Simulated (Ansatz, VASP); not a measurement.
## Al in VASP and in Ansatz

```
CELL_PARAMETERS angstrom
2.72176 0.00000 0.00000
0.00000 2.72176 0.00000
0.00000 0.00000 2.72176
ATOMIC_POSITIONS crystal
Al 0.00000 0.00000 0.00000
```

Alike in both runs: functional PBE; k mesh 20 × 20 × 20; occupations gaussian, width 0.1 eV; no spin polarisation.

Ansatz relaxed the structure, and its values are those at the end. VASP's run is a single point on that final structure, the one shown.

```csv
,VASP,Ansatz
version,VASP 6.6.1,Ansatz 0.2.0
potentials or method,"VASP PAW PBE potentials, release 64 (Al)","scalar-relativistic, plane waves, PAW"
plane-wave cutoff (eV),520,420
valence electrons in the cell,3,3
```

|  | VASP | Ansatz | Ansatz less VASP |
| --- | --- | --- | --- |
| gap on the k mesh at the Fermi level (eV) | none | none | - |
| pressure (GPa) | 0.0 | 0.0 | +0.02 |

A gap of «none» marks a metal or a gap that the smearing closes.
